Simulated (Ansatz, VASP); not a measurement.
# Cs: VASP beside Ansatz

INCAR

```
PREC = Accurate
ENCUT = 520
EDIFF = 1E-7
ISMEAR = -1
SIGMA = 0.05
LREAL = F
LASPH = T
NELM = 100
ALGO = Normal
ISIF = 2
LWAVE = F
LCHARG = F
GGA = RP
NBANDS = 10
```

File KPOINTS:

```
regular mesh
0
Gamma
  9 9 9
```

File POSCAR:

```
Cs
1.0
   -2.3580537015      2.3580537015      2.3580537015
    2.3580537015     -2.3580537015      2.3580537015
    2.3580537015      2.3580537015     -2.3580537015
Cs
1
Direct
    0.0000000000      0.0000000000      0.0000000000
```

Input for Ansatz:

```yaml
crystal:
  lattice:
    - [-2.3580537015, 2.3580537015, 2.3580537015]
    - [2.3580537015, -2.3580537015, 2.3580537015]
    - [2.3580537015, 2.3580537015, -2.3580537015]
  atoms:
    - { symbol: Cs, position: [0.0, 0.0, 0.0] }
kpoints:
  mp_grid: { grid: [9, 9, 9] }
scf:
  occupations: { method: fermi_dirac, width: 0.05 }
hamiltonian:
  xc: rpbe
  pseudopotentials: { kind: all_electron, datasets: crystal }
output:
  forces: true
  stress: true
  eigenvalues: true
```

Alike in both runs: task single point; functional RPBE; k mesh 9 × 9 × 9; occupations fermi-dirac, width 0.05 eV; no spin polarisation.

|  | VASP | Ansatz |
| --- | --- | --- |
| version | VASP 6.6.1 | Ansatz 0.2.0 |
| potentials or method | VASP PAW PBE potentials, release 64 (Cs_sv) | all-electron PAW with datasets made for the crystal, scalar-relativistic |
| plane-wave cutoff (eV) | 520 | see its input |

```csv
,VASP,Ansatz,Ansatz less VASP
gap on the k mesh at the Fermi level (eV),none,none,-
pressure (GPa),5.5,5.4,-0.03
```

A gap of «none» marks a metal or a gap that the smearing closes. Ansatz ran all-electron here, so the differences hold the error of VASP's frozen core and of both bases.

Caveats: the PAW data sets were made with another functional, which shifts forces and pressure a little (VASP). The runs have no spin-orbit coupling, so splittings on Cs are missing.
